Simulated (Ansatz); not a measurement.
Input and command of a plane-wave DFT calculation in Ansatz:

```yaml
crystal:
  lattice:
    - [-1.56042162, 1.56042162, 4.22180559]
    - [1.56042162, -1.56042162, 4.22180559]
    - [1.56042162, 1.56042162, -4.22180559]
  atoms:
    - { symbol: Al, position: [0.65920219, 0.65920219, 0.0] }
    - { symbol: Al, position: [0.34079781, 0.34079781, 0.0] }
    - { symbol: Ru, position: [0.0, 0.0, 0.0] }
basis:
  ecutwfc: 500
kpoints:
  mp_grid: { grid: [18, 18, 18] }
hamiltonian:
  xc: r2scan
scf:
  occupations: { method: gaussian, width: 0.1 }
  mixing: { beta: 1.0 }
  max_iter: 120
  lower_state_search: "off"
  initial_density: { chi_scale: 0, normalization: atom }
output:
  forces: true
  stress: true
  eigenvalues: true
```

```bash
ansatz run input.yaml --threads 1 --pin off --max-ram 2560MiB --backend cpu --events-out ev --progress --plain --runs-dir out
```

Processor: AMD EPYC 9R45 96-Core Processor (Zen 5), 1 thread, on a host shared with other jobs.

Problem. Estimate time, memory and problem size.

Solution. About 13 s on 1 thread of AMD EPYC 9R45 96-Core Processor (Zen 5), with other jobs on the host, peak memory 0.68 GiB. It solves 15 bands at 480 k points (the mesh reduced by symmetry) with about 1047 plane waves, in 9 SCF iterations.
